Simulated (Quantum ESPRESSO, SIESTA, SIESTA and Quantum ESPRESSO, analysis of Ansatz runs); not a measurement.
## SiC (F-43m):V_Si, a ladder of methods on one cell (SIESTA and Quantum ESPRESSO)

Question: at which Fermi levels does V_Si in SiC (F-43m) change its charge, and how much of the answer depends on the basis and the program? The model is a cell of 54 host atoms with 1 Si taken out and 1 V put in.

Main program and level: SIESTA and Quantum ESPRESSO; SIESTA numerical-orbital DFT, PBEsol, DZP basis, PseudoDojo 0.4.1 potentials converted to PSML; charged supercells in a uniform background, point-charge correction with alignment at far sites.

**What experiment says.**

For SiC, cubic 3C zincblende (literature value), “Insight into the structural, elastic and electronic properties of a new orthorhombic 6O-SiC polytype” (2020, pmc:7200658) quotes earlier work: band gap (indirect gap) 2.4 eV [literature value; measurement temperature and method not stated].

### 1. Starting point

The cell holds 54 atoms: 26 Si, 27 C and 1 V. Cell: a = 9.283 Å, b = 9.283 Å, c = 9.283 Å, α = 60.0°, β = 60.0°, γ = 60.0°. It derives from SiC (space group F-43m). Nearest the centre at fractional (0.333, 0.667, 0.667): V35 at 0.00 Å, C36 at 1.89 Å, C18 at 1.89 Å, C30 at 1.89 Å, C34 at 1.89 Å, Si25 at 3.09 Å, Si13 at 3.09 Å, Si21 at 3.09 Å.

Coordinates:

```xyz
54
Lattice="0.0000 6.5644 6.5644 6.5644 0.0000 6.5644 6.5644 6.5644 0.0000" Properties=species:S:1:pos:R:3 pbc="T T T"
Si    0.0000    0.0000    0.0000
C     1.0941    1.0941    1.0941
Si    2.1882    2.1882    0.0000
C     3.2822    3.2822    1.0941
Si    4.3763    4.3763    0.0000
C     5.4703    5.4703    1.0941
Si    2.1882    0.0000    2.1882
C     3.2822    1.0941    3.2822
Si    4.3763    2.1882    2.1882
C     5.4703    3.2822    3.2822
Si    6.5644    4.3763    2.1882
C     7.6585    5.4703    3.2822
Si    4.3763    0.0000    4.3763
C     5.4703    1.0941    5.4703
Si    6.5644    2.1882    4.3763
C     7.6585    3.2822    5.4703
Si    8.7526    4.3763    4.3763
C     9.8466    5.4703    5.4703
Si    0.0000    2.1882    2.1882
C     1.0941    3.2822    3.2822
Si    2.1882    4.3763    2.1882
C     3.2822    5.4703    3.2822
Si    4.3763    6.5644    2.1882
C     5.4703    7.6585    3.2822
Si    2.1882    2.1882    4.3763
C     3.2822    3.2822    5.4703
Si    4.3763    4.3763    4.3763
C     5.4703    5.4703    5.4703
Si    6.5644    6.5644    4.3763
C     7.6585    7.6585    5.4703
Si    4.3763    2.1882    6.5644
C     5.4703    3.2822    7.6585
Si    6.5644    4.3763    6.5644
C     7.6585    5.4703    7.6585
V     8.7526    6.5644    6.5644
C     9.8466    7.6585    7.6585
Si    0.0000    4.3763    4.3763
C     1.0941    5.4703    5.4703
Si    2.1882    6.5644    4.3763
C     3.2822    7.6585    5.4703
Si    4.3763    8.7526    4.3763
C     5.4703    9.8466    5.4703
Si    2.1882    4.3763    6.5644
C     3.2822    5.4703    7.6585
Si    4.3763    6.5644    6.5644
C     5.4703    7.6585    7.6585
Si    6.5644    8.7526    6.5644
C     7.6585    9.8466    7.6585
Si    4.3763    4.3763    8.7526
C     5.4703    5.4703    9.8466
Si    6.5644    6.5644    8.7526
C     7.6585    7.6585    9.8466
Si    8.7526    8.7526    8.7526
C     9.8466    9.8466    9.8466
```

Screening for the image-charge correction: ε∞ = 7.10, ε0 = 10.43, from a response run on this crystal (DFPT, PBEsol, Quantum ESPRESSO) at that run's own cell.

The cell's shortest repeat is 9.3 Å.

The primitive cell was relaxed at this level beforehand, to 20.95 Å³.

The defect-free supercell was relaxed beforehand, from displaced atoms: they ended at most 0.01 Å from the sites they started about, so the symmetric structure holds.

### 2. Band edges

Levels are counted from the valence top, which comes from the unit cell, dense mesh; the energy of the host comes from the defect-free supercell at the defects' own k-points, so that the host's part of the sampling error cancels.

host.fdf

```
SystemName                      SiC
SystemLabel                     host
NumberOfSpecies                 2
NumberOfAtoms                   2
%block ChemicalSpeciesLabel
  1   14 Si
  2    6 C
%endblock ChemicalSpeciesLabel
LatticeConstant                 1.0 Ang
%block LatticeVectors
     0.000001000     2.188136000     2.188136000
     2.188136000     0.000001000     2.188136000
     2.188136000     2.188136000     0.000001000
%endblock LatticeVectors
AtomicCoordinatesFormat         Fractional
%block AtomicCoordinatesAndAtomicSpecies
     0.000003199     0.000003199     0.000003199  1
     0.249996972     0.249996972     0.249996972  2
%endblock AtomicCoordinatesAndAtomicSpecies
%block kgrid.MonkhorstPack
   12   0   0  0.00
    0  12   0  0.00
    0   0  12  0.00
%endblock kgrid.MonkhorstPack
XC.Functional                   GGA
XC.Authors                      PBEsol
PAO.BasisSize                   DZP
PAO.EnergyShift                 0.005 Ry
Mesh.Cutoff                     300 Ry
OccupationFunction              FD
ElectronicTemperature           0.01 eV
MaxSCFIterations                150
SCF.MustConverge                true
SCF.Mixer.Method                Pulay
SCF.Mixer.Weight                0.2
SCF.Mixer.History               10
SCF.DM.Tolerance                1.0e-4
SCF.H.Tolerance                 1.0e-3 eV
WriteForces                     true
Charge.Mulliken                 end
```

Launch:

```bash
OMP_NUM_THREADS=1 siesta host.fdf > host.out
```

Log:

```text
Version         : 5.4.2

                           ***********************
                           *  WELCOME TO SIESTA  *
                           ***********************

[...]
reinit: Reading from file host.fdf

reinit: -----------------------------------------------------------------------
reinit: System Name: SiC
reinit: -----------------------------------------------------------------------
reinit: System Label: host
reinit: -----------------------------------------------------------------------

initatom: Reading input for the pseudopotentials and atomic orbitals ----------
Species number:   1 Atomic number:   14 Label: Si
Species number:   2 Atomic number:    6 Label: C

[... pseudopotential checks and orbital generation ...]

prinput: Basis input

PAO.BasisType split

%block ChemicalSpeciesLabel
    1   14 Si                      # Species index, atomic number, species label
    2    6 C                       # Species index, atomic number, species label
%endblock ChemicalSpeciesLabel

%block PAO.Basis                 # Define Basis set
# WARNING: This information might be incomplete!
[...]
(Free)E + p*V (eV/cell)     -278.7432
Target enthalpy (eV/cell)     -278.7457
[...]
siesta: Final energy (eV):
siesta:  Band Struct. =    -101.151306
siesta:       Kinetic =     156.951378
siesta:       Hartree =      31.268314
siesta:         Exch. =     -90.540145
siesta:         Corr. =     -11.300426
siesta:   Exch.-corr. =    -101.840571
siesta:  Ion-electron =    -210.155603
siesta:       Ion-ion =    -154.969201
siesta:         Total =    -278.745682
siesta:         Fermi =      -6.333765
[...]
siesta: Stress tensor (static) (eV/Ang**3):
siesta:    -0.000116   -0.000014   -0.000014
siesta:    -0.000014   -0.000116   -0.000014
siesta:    -0.000014   -0.000014   -0.000116
[...]
siesta: Cell volume =         20.953310 Ang**3
[...]
siesta: Pressure (static):
siesta:                Solid            Molecule  Units
siesta:           0.00000127          0.00000094  Ry/Bohr**3
siesta:           0.00011615          0.00008588  eV/Ang**3
siesta:           0.18609308          0.13758814  kBar
[...]
mulliken: Qtot =        8.000

Mulliken Atomic Populations:
Atom #   charge [q] valence [e]  Species
     1    -0.114310    4.114310  Si
     2     0.114310    3.885690  C
 Total     0.000000

Job completed
```

Wall time 22 s (1 MPI rank of Arm Neoverse V2, shared host); peak memory 0.2 GiB.

The gap at this level is 1.23 eV.

Test of the sampling: at one point at (¼, ¼, ¼) the host's energy lies 128 meV an atom above its value on the primitive cell's dense mesh, too far, so all defect runs take a 2×2×2 mesh.

[end of part 1 of 3]

[Logs are printed without paths, hosts, clocks, repeated set-up lines and the standing remarks that a program may print on its own settings, such as how far it seeks lower states.]

[Hosts, paths, dates, database ids (printed as entryN), source tags and the programs' standing remarks are cut or masked in the printed files.]

[For some hosts the program warned that the k-mesh of the response run may be too coarse for force constants and the static dielectric constant; such warnings are not shown here.]

[Charge tables in the logs are Mulliken or Hirshfeld populations, whose sizes and signs can differ; where basis functions stand at a vacancy, SIESTA counts their charge against the missing atom's valence.]

[In relaxation paths of CP2K, step 0 can be the structure after the first move, since the trajectory file begins there, and the last row can be the final structure solved once more.]
